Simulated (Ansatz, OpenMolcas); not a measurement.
# Heat of formation of C2H2Cl2 (cis-1,2-Dichloroethene) from total energies

The species is C2H2Cl2 (6 atoms), meant as a singlet with charge 0. As SMILES, `Cl/C=C\Cl`. The shape is that of a PBE0-D4/def2-TZVP optimisation.

```
atom    x (Å)    y (Å)    z (Å)
  Cl   0.7154  -1.8746  -0.4482
   C   0.6418  -0.2234  -0.0289
   C  -0.4756   0.4757   0.1008
  Cl  -2.0467  -0.1465  -0.1276
   H   1.6029   0.2461   0.1336
   H  -0.4377   1.5228   0.3703
```

Total energies at revPBE/6-311+G** (OpenMolcas 26.06); the atoms run unrestricted:

| species | state | energy (Eh) |
| --- | --- | --- |
| C2H2Cl2 | singlet | -997.640255 |
| Cl | doublet | -460.065054 |
| C | triplet | -37.843437 |
| H | doublet | -0.504126 |

Harmonic wavenumbers at PBE0-D4/def2-TZVP, in cm⁻¹: 165, 429, 586, 718, 742, 879, 916, 1209, 1317, 1672, 3217, 3238.

Measured heats of formation of the gaseous atoms at 298.15 K, in kJ/mol: Cl 121.3, C 716.9, H 218.0. Spin-orbit lowering of the atoms at 298 K (mean of the ground term's levels less their thermal mean, from spectra), in kJ/mol: Cl 3.44, C 0.02. Take 1 Eh = 2625.50 kJ/mol, 1 cm⁻¹ = 0.0119627 kJ/mol, RT = 2.479 kJ/mol.

Question: What heat of formation follows?

Answer: 
1. Electronic atomisation energy: 2 × (-460.065054) + 2 × (-37.843437) + 2 × (-0.504126) − (-997.640255) = 0.815021 Eh = 2139.8 kJ/mol.
2. Zero-point energy: half the sum of the wavenumbers, 7544 cm⁻¹ = 90.2 kJ/mol.
3. Thermal vibrational enthalpy, Σ hcν̃/(exp(hcν̃/kT) − 1): 3.7 kJ/mol. Translation, rotation and pV of a non-linear molecule: 4 RT = 9.9 kJ/mol.
4. The 6 free atoms carry 5/2 RT each: 37.2 kJ/mol.
5. Spin-orbit coupling lowers the free atoms by 2 × 3.44 + 2 × 0.02 = 6.9 kJ/mol.
6. Atomisation enthalpy at 298 K: 2139.8 − 6.9 − 90.2 − 3.7 − 9.9 + 37.2 = 2066.3 kJ/mol.
7. Sum of the atoms' heats of formation: 2112.4 kJ/mol. Heat of formation: 2112.4 − 2066.3 = +46.1 kJ/mol.

The tabulated value is +4.6 kJ/mol (CRC Handbook of Chemistry and Physics), so this level is off by +41.5 kJ/mol, or 2.0 % of the atomisation enthalpy. Anharmonicity and any spin-orbit splitting of the molecule are left out.
